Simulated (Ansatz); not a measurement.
# Fe under compression and expansion

```
Fe
1.0
     0.00000    2.43615    2.43615
     2.43615    0.00000    2.43615
     2.43615    2.43615    0.00000
Fe
2
Direct
  0.00000 0.00000 0.00000
  0.25000 0.25000 0.25000
```

The structure comes from a relaxation in the same program, started in the diamond type, and has space group Fd-3m. Whether it is a known phase or the ground state wasn't checked.

All numbers are computed: DFT, PBE, all-electron LAPW, scalar-relativistic (Ansatz 0.2.0); DFT, PBE, PAW with Ansatz's default frozen-core files, scalar-relativistic (Ansatz 0.2.0).

For LAPW: a Γ-centred 13×13×13 k mesh, Fermi–Dirac smearing of 0.03 eV, basis error target 0.25 meV/atom, spin-polarised from start moments Fe1 3, Fe2 3 μB (the moments died away, and the run ended non-magnetic). PAW takes a cutoff of 420 eV at this cell. The Ansatz runs share mesh, smearing and spin set-up. Plane-wave (PAW) pressures include the program's estimate of the Pulay term.

The cell above is scaled evenly, with fractional coordinates and shape held.

Estimate the equilibrium volume and bulk modulus that LAPW (all electrons) gives for this fixed shape.

V0 = 14.46 Å³/atom, B0 = 156 GPa, B0′ = 4.5, from a third-order Birch–Murnaghan fit to these pressures:
```
V/V(cell)  V (Å³/atom)  P, LAPW (GPa)  P, PAW (GPa)
   0.9600       13.880           6.98          7.01
   0.9800       14.169           3.31          3.33
   1.0000       14.458           0.02          0.04
   1.0200       14.747          -2.93         -2.91
   1.0400       15.036          -5.57         -5.56
```

PAW's V0 lies 0.01 % from the all-electron value and its B0 0.0 %. Symmetry fixes shape and coordinates here, so this is the relaxed modulus.
